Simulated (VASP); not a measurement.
# HfO₂, elastic tensor: which settings are enough?

HfO₂, Fm-3m (no. 225), 3 atoms in the cell. PBE, elastic tensor by finite differences; PAW potentials Hf_pv, O (PBE set). VASP 6.6.1.

Wanted: elastic constants within 1.5 %.

Geometry: relaxed with this functional.

Elastic constants: the values given are C11, C12, C44.

POSCAR:
```
HfO2
1.0
    0.0000000000      2.5354626559      2.5354626559
    2.5354626559      0.0000000000      2.5354626559
    2.5354626559      2.5354626559      0.0000000000
Hf O
1 2
Direct
    0.0000000000      0.0000000000      0.0000000000
    0.7500000000      0.7500000000      0.7500000000
    0.2500000000      0.2500000000      0.2500000000
```

The series start from Plane-wave cutoff (eV): 600; k mesh: 8x8x8; SCF threshold (eV): 1e-7; Precision mode: Accurate; Displacements: NFREE 2, POTIM 0.015; Projectors in real space: False. Each series keeps the choices made before it, and each single choice may use up half of a tolerance.

## Plane-wave cutoff (eV)

| Plane-wave cutoff (eV) | Elastic constants, largest deviation against the largest value | Time (s) |
|---|---|---|
| 400 | 13 % | 127 |
| 460 | 3.4 % | 246 |
| 520 | 0.074 % | 252 |
| 600 | 0.43 % | 298 |
| 720 | 0.34 % | 296 |
| 880 (reference) | 0 % | 421 |

## k mesh

| k mesh | Elastic constants, largest deviation against the largest value | Time (s) |
|---|---|---|
| 4x4x4 | 0.18 % | 85 |
| 5x5x5 | 0.053 % | 98 |
| 7x7x7 | 0.058 % | 176 |
| 8x8x8 | 0.016 % | 252 |
| 10x10x10 | 0.011 % | 374 |
| 13x13x13 (reference) | 0 % | 706 |

## SCF threshold (eV)

| SCF threshold (eV) | Elastic constants, largest deviation against the largest value | Time (s) |
|---|---|---|
| 0.0001 | 1.9 % | 59 |
| 1e-5 | 1.2 % | 79 |
| 1e-6 | 0.26 % | 95 |
| 1e-7 | 0.065 % | 85 |
| 1e-8 (reference) | 0 % | 115 |

## Precision mode

| Precision mode | Elastic constants, largest deviation against the largest value | Time (s) |
|---|---|---|
| Accurate | 0 % | 95 |
| Normal | 0.046 % | 56 |
| Single | 0.021 % | 47 |

## Displacements

| Displacements | Elastic constants, largest deviation against the largest value | Time (s) |
|---|---|---|
| NFREE 2, POTIM 0.015 | 0 % | 47 |
| NFREE 4 | 0.14 % | 87 |
| NFREE 1 | 1.4 % | 27 |
| POTIM 0.005 | crashed | 19 |
| POTIM 0.03 | 0.46 % | 49 |

VASP's message at the runs that stop: IBZKPT: not all point group operations associated with the symmetry operators of the crystalline lattice are members of the point group of the reciprocal lattice.

## Projectors in real space

| Projectors in real space | Elastic constants, largest deviation against the largest value | Time (s) |
|---|---|---|
| False | 0 % | 47 |
| Auto | 0.95 % | 67 |

## Question

The rows run from the loosest to the tightest (no order: precision mode, displacements, projectors in real space). For each series: choose the loosest value from which every tighter one stays within half of the tolerance; where there is no order, keep the first row unless others stay within half of the tolerance and take at least 30 % less time, and then take the fastest.

## Answer

- Plane-wave cutoff (eV): 520
- k mesh: 4x4x4
- SCF threshold (eV): 1e-6
- Precision mode: Single
- Displacements: NFREE 2, POTIM 0.015
- Projectors in real space: False

## All choices together

| Input | Elastic constants, largest deviation against the largest value | Time (s) |
|---|---|---|
| program defaults, KSPACING-like mesh of 0.5 per A (naive) | 10 % | 29 |
| chosen settings | 0.48 % | 47 |
| reference settings throughout | 0 % | 2244 |

The tolerance is met.

Values of the reference run: Elastic constants: 567.3, 98.1, 68.2 GPa.

## The input

INCAR:
```
  ALGO = Normal
  EDIFF = 1E-6
  ENCUT = 520
  GGA = PE
  IBRION = 6
  ISIF = 3
  ISMEAR = 0
  KPAR = 4
  LASPH = T
  LCHARG = F
  LREAL = F
  LWAVE = F
  NELM = 120
  NFREE = 2
  NSW = 1
  POTIM = 0.015
  PREC = Single
  SIGMA = 0.02
```

KPOINTS:
```
Automatic mesh
0
Gamma
  4 4 4
  0 0 0
```

Commands:
```
cat potpaw_PBE.64/Hf_pv/POTCAR potpaw_PBE.64/O/POTCAR > POTCAR
mpirun -np 4 vasp_std > vasp.out
```

The chosen input took VASP 6.6.1 47 s on 4 cores (Intel Xeon Platinum 8259CL @ 2.50GHz (Skylake/Cascade Lake)), a shared host.

## An input that fails: band parallelism (NCORE) with strains that lower the symmetry

VASP's message: VASP internal routines have requested a change of the k-point set. Unfortunately, this is only possible if NPAR=number of nodes. Please remove the tag NPAR from the INCAR file and restart the ….

Changes against the starting input:
```
- KPAR = 4
+ KPAR = 1
+ NCORE = 2
```
